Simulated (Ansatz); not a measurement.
# BN: the cost of one run

Program: Ansatz 0.2.0. Level of theory: DFT PBE+D3(BJ), scalar-relativistic, plane waves, PAW. These are calculated values, not measurements.

## 1. Starting point

The structure is hexagonal, space group P-6m2 (No. 187). Conventional cell: a = 2.510 Å, b = 2.510 Å, c = 6.690 Å, α = 90.00°, β = 90.00°, γ = 120.00°. B (site symmetry -6m2) has 3 N at 1.45 Å as nearest neighbours. N (site symmetry -6m2) has 3 B at 1.45 Å as nearest neighbours.

Structure file:

```
CELL_PARAMETERS angstrom
2.51000 0.00000 0.00000
-1.25500 2.17372 0.00000
0.00000 0.00000 6.69000
ATOMIC_POSITIONS crystal
B 0.00000 0.00000 0.50000
B 0.33333 0.66667 0.00000
N 0.00000 0.00000 0.00000
N 0.66667 0.33333 0.50000
```

No relaxation comes first: the listed cell is the starting point.

## 2. The reference cell

The reference gives a free energy of -1085.3723 eV, pressure -1.20 GPa, largest force 0.000 eV/Å and gap on the mesh 4.36 eV. It was computed beforehand with the settings of the runs below.

## 3. The scan: an energy map of one atom

Atom 4 (N) is moved by p along (1.000, 0.000, 0.000) and q along (0.000, 1.000, 0.000) (Å), all else fixed; its images in the other cells move with it. Points alike by symmetry are run once.

## 4. p = -0.200, q = -0.200

File input.yaml:

```yaml
crystal:
  lattice:
    - [2.5099983704, 0.0, 0.0]
    - [-1.2549991852, 2.1737223522, 0.0]
    - [0.0, 0.0, 6.69]
  atoms:
    - { symbol: B, position: [0.0, 0.0, 0.5] }
    - { symbol: B, position: [0.3333333333, 0.6666666667, 0.0] }
    - { symbol: "N", position: [0.0, 0.0, 0.0] }
    - { symbol: "N", position: [0.5409813047, 0.2413252626, 0.5] }
basis:
  ecutwfc: 420
kpoints:
  mp_grid: { grid: [12, 12, 4] }
hamiltonian:
  xc: pbe
  dispersion: d3bj
scf:
  occupations: { method: gaussian, width: 0.05 }
output:
  forces: true
  stress: true
  eigenvalues: true
```

Q: Estimate wall time and peak memory on 1 thread of an x86-64 CPU, shared host.

About 3.7 s, with a peak of 0.54 GiB.
